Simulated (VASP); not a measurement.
Set up this calculation in VASP 6.6.1, as the native input.

```
Task                      : relaxation of the atoms
Functional                : PW91
Potentials or basis       : VASP PAW PBE potentials, release 64 (Ir)
Cutoff                    : 520 eV
k mesh                    : 11 × 11 × 1
Occupations               : fermi-dirac, width 0.05 eV
Spin                      : no spin polarisation
Dipole correction         : yes
Atoms held fixed (from 0) : [0]
Further INCAR settings    : ALGO = Normal; EDIFF = 1e-06; IBRION = 2; EDIFFG = -0.005; NSW = 60
```

The structure of Ir lies in POSCAR:

```
Ir
1.0
    2.4518400000      0.0000000000      0.0000000000
    0.0000000000      2.4518400000      0.0000000000
    0.0000000000      0.0000000000     23.8000000000
Ir
1
Selective dynamics
Direct
    0.0000000000      0.0000000000      0.2941200000  F F F
```

The cell was built by a generator and needn't be a form met in nature.

The input as run:

INCAR

```
ALGO = Normal
DIPOL = 0.5 0.5 0.294
EDIFF = 1E-6
EDIFFG = -0.005
ENCUT = 520
GGA = 91
IBRION = 2
IDIPOL = 3
ISIF = 2
ISMEAR = -1
LASPH = True
LCHARG = False
LDIPOL = True
LREAL = False
LWAVE = False
NELM = 80
NSW = 60
PREC = Accurate
SIGMA = 0.05
```

KPOINTS

```
k-points
0
Gamma
  11 11 1
```

Potentials or basis: VASP PAW PBE potentials, release 64 (Ir).

The run is started by

```sh
$ cat potpaw_PBE.64/Ir/POTCAR > POTCAR
$ mpirun -np 1 vasp_std > vasp.out
```

Results of the run:

The band gap on the k mesh is none (metal or under the smearing width).

Caveat: the relaxation stopped at its first step, so nothing moved.

Run time: 16 s on 1 thread of AMD EPYC 9R45 96-Core Processor (Zen 5), on a shared host, peak memory 0.2 GiB.
